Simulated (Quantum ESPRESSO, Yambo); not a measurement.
An input for Yambo 5.3.0 (GaP (F-43m)):

```
HF_and_locXC
gw0
dyson
ppa
em1d
rim_cut
RandQpts= 1000000
RandGvec= 1 RL
EXXRLvcs= 72 Ry
VXCRLvcs= 288 Ry
Chimod= "HARTREE"
% BndsRnXp
 1 | 74 |
%
NGsBlkXp= 8 Ry
% LongDrXp
 1 | 1 | 1 |
%
% GbndRnge
 1 | 74 |
%
DysSolver= "n"
ExtendOut
PPAPntXp= 27.21138 eV
% QPkrange
 1 | 1 | 8 | 11 |
 7 | 7 | 8 | 11 |
%
```

```sh
OMP_NUM_THREADS=1 mpirun -n 4 yambo -F gw3.in -J gw3 -C gw3 > gw3.log
```

The stored states that it reads are on a 4×4×4 mesh. It takes space group F-43m (No. 216, cubic). The conventional cell has a = 5.450 Å, b = 5.450 Å, c = 5.450 Å, α = 90.00°, β = 90.00°, γ = 90.00°. Nearest to Ga lie 4 P at 2.36 Å. P has 4 Ga at 2.36 Å nearest. Farther neighbours are not listed.

**Question.** Estimate wall time and host memory on 4 MPI ranks of Arm Neoverse V1, shared host.

It took 29 s; on shared hardware allow 15 s to 58 s. Peak host memory was 1.3 GiB.

The screening grows as filled bands × empty bands × pairs of k points, times the square of the screening basis for the matrix.

[Paths, hosts, dates, memory and timing lines, banners, echoed tables and standing remarks are left out of the program output.]

[Logs are printed without paths, hosts, clocks, repeated set-up lines and the standing remarks that a program may print on its own settings, such as how far it seeks lower states.]

[Runs of the session that timed out or met a known fault of the program may be left out.]

[Hosts, paths, dates, database ids (printed as entryN), source tags and the programs' standing remarks are cut or masked in the printed files.]
